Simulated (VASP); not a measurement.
Set up this calculation in VASP 6.6.1, as the native input.

```yaml
Task: single point
Functional: PBE
Potentials_or_basis: VASP PAW PBE potentials, release 64 (Zn, S)
Cutoff: 520 eV
k_mesh: 8 × 8 × 8
Occupations: fermi-dirac, width 0.02 eV
Spin: no spin polarisation
Dipole_correction: no
Further_INCAR_settings: ALGO = Fast; EDIFF = 1e-06; NBANDS = 16
```

The structure of ZnS lies in POSCAR:

```
ZnS
1.0
    0.0000000000      2.5518826682      2.5518826682
    2.5518826682      0.0000000000      2.5518826682
    2.5518826682      2.5518826682      0.0000000000
Zn S
1 1
Direct
    0.0000000000      0.0000000000      0.0000000000
    0.5000000000      0.5000000000      0.5000000000
```

The cell was built by a generator and needn't be a form met in nature.

The input as run:

INCAR

```
  PREC = Accurate
  ENCUT = 520
  EDIFF = 1E-6
  ISMEAR = -1
  SIGMA = 0.02
  LREAL = False
  LASPH = True
  NELM = 100
  ALGO = Fast
  ISIF = 2
  LWAVE = False
  LCHARG = False
  GGA = PE
  NBANDS = 16
```

KPOINTS

```
Automatic mesh
0
Gamma
  8 8 8
```

Potentials or basis: VASP PAW PBE potentials, release 64 (Zn, S).

Launch:

```console
$ cat potpaw_PBE.64/Zn/POTCAR potpaw_PBE.64/S/POTCAR > POTCAR
$ mpirun -np 1 vasp_std > vasp.out
```

It gave:

```yaml
Pressure: 0.3 GPa
Band_gap_on_the_k_mesh: none (metal or under the smearing width)
```

Wall time 18 s on 1 thread of Intel(R) Xeon(R) Platinum 8259CL CPU @ 2.50GHz (Skylake/Cascade Lake), with other jobs on the host, peak memory 0.15 GiB.
